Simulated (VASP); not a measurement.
Runs of VASP 6.6.1 on Bi. The structure is cubic, space group Im-3m (No. 229). Conventional cell: a = 3.963 Å, b = 3.963 Å, c = 3.963 Å, α = 90.00°, β = 90.00°, γ = 90.00°. Around Bi (site symmetry m-3m) lie 8 Bi at 3.43 Å. This isn't the form of Bi at room conditions, which is rhombohedral.

| task | level | potentials or basis | cell | k mesh | cutoff (eV) | smearing | grid for exact exchange (PRECFOCK) | exchange at q = 0 | other keys | mesh quality | gap on the mesh (eV) | pressure (GPa) |
| --- | --- | --- | --- | --- | --- | --- | --- | --- | --- | --- | --- | --- |
| electric field gradients | B3LYP+D4 | VASP PAW PBE potentials, release 64 (Bi_d_GW) | as given | 5 × 5 × 5 | 550 | fermi-dirac 0.1 eV | Normal | default | NELMDL = -8; ISMEAR = -1; SIGMA = 0.1 | coarse | none | (a) |
| single point | TB-mBJ | VASP PAW PBE potentials, release 64 (Bi_d) | as given | 9 × 9 × 9 | 520 | tetrahedron | - | - | AMIX = 0.2; BMIX = 0.0001; AMIX_MAG = 0.8; BMIX_MAG = 0.0001 | not flagged | none | - |
| relaxation of the atoms | PBE+MBD | VASP PAW PBE potentials, release 64 (Bi_d_GW) | atoms relaxed from: cell strained at random at fixed volume | 9 × 10 × 9 | 600 | fermi-dirac 0.05 eV | - | - | - | not flagged | none | -0.9 |
| single point | LDA | VASP PAW LDA potentials, release 64 (Bi) | as given | 9 × 9 × 9 | 500 | gaussian 0.05 eV | - | - | - | not flagged | none | -3.3 |

Alike in all rows: no spin polarisation.

Q: Estimate the missing entries.

A: (a) -2.5.

Caveats: some runs use coarse meshes; spin-orbit coupling is left out, which moves the levels of the heavy elements; the PAW data sets were made with another functional, which shifts forces and pressure a little (some runs); pairwise dispersion overbinds metals, which lowers pressure and volume (some runs); tetrahedron occupations give inexact forces and stress in metals (some runs); the relaxation stopped at its first step, so nothing moved (some runs).

A k mesh can miss the band edges, and the runs leave out spin-orbit coupling on Bi.

A gap of «none» marks a metal or a gap under the smearing width.

The runs don't all hold the same shells in valence.
